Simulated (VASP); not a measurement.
**CdS: single point with PBEsol**

The system is CdS.

```xyz
2
Lattice="0.0000 2.9178 2.9178 2.9178 0.0000 2.9178 2.9178 2.9178 0.0000" Properties=species:S:1:pos:R:3 pbc="T T T"
Cd    0.0000    0.0000    0.0000
S     4.3768    4.3768    4.3768
```

The cell is a database's computed one.

* Program: VASP 6.6.1
* Task: single point
* Functional: PBEsol
* Potentials or basis: VASP PAW PBE potentials, release 64 (Cd, S)
* Cutoff: 520 eV
* k mesh: 8 × 8 × 8
* Occupations: gaussian, width 0.5 eV
* Spin: no spin polarisation
* Further INCAR settings: ALGO = Fast; EDIFF = 1e-06; NBANDS = 16

The pressure is 0.1 GPa and the band gap on the k mesh is 1.01 eV, direct.

Levels at points of the mesh, in eV from the valence-band top:
```
           k point  band 5  band 6  band 7  band 8  band 9  band 10  band 11  band 12  band 13  band 14
(0.00, 0.00, 0.00)   -7.24   -7.24    0.00    0.00    0.00     1.01     6.45     6.45     6.45    11.20
(0.50, 0.00, 0.00)   -7.20   -6.86   -4.47   -0.76   -0.76     2.89     6.91     6.91     7.32    10.87
(0.50, 0.50, 0.00)   -7.15   -6.79   -4.01   -1.91   -1.91     3.39     4.25     9.07    10.66    10.66
```

Wall time 20 s on 1 thread of Intel(R) Xeon(R) Platinum 8175M CPU @ 2.50GHz (Skylake/Cascade Lake), on a shared host, peak memory 0.18 GiB.

Caveat: the PAW data sets were made with another functional, which shifts forces and pressure a little. A hybrid or GW would open this gap; PBEsol tends to underestimate it.
